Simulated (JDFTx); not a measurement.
The system is HfO2.

```
CELL_PARAMETERS angstrom
0.00000 2.55750 2.55750
2.55750 0.00000 2.55750
2.55750 2.55750 0.00000
ATOMIC_POSITIONS crystal
Hf 0.00000 0.00000 0.00000
O 0.75000 0.75000 0.75000
O 0.25000 0.25000 0.25000
```

Measurements of this composition are mostly on another form, of space group No. 14.

Base run:

```yaml
Program: JDFTx 1.7.0 (patched build)
Functional: LDA
Potentials_or_basis: PseudoDojo-SR-LDA-0.4.1-standard
Cutoff: 1143 eV
Density_cutoff: 9143 eV
k_mesh: 9 × 9 × 9
Occupations: fermi-dirac, width 0.05 eV
Spin: no spin polarisation
```

Its results: band gap on the k mesh 3.67 eV, indirect (least direct gap 3.79 eV); pressure -22.1 GPa.

Problem. The run is repeated on the same cell with these changes: functional from LDA to PBEsol; potentials or basis from PseudoDojo-SR-LDA-0.4.1-standard to PseudoDojo-SR-PBEsol-0.4.1-standard. What comes out?

Solution. Band gap on the k mesh 3.75 eV, indirect (least direct gap 3.87 eV); pressure -13.2 GPa.

Caveats: spin-orbit coupling is left out, which moves the levels of the heavy elements; an odd mesh through Γ misses points on the zone boundary, where band edges often lie; the empty levels aren't tightly converged (some runs); so large a pressure means that the cell lies far from this level's equilibrium, or that cutoff or potentials fall short (some runs).
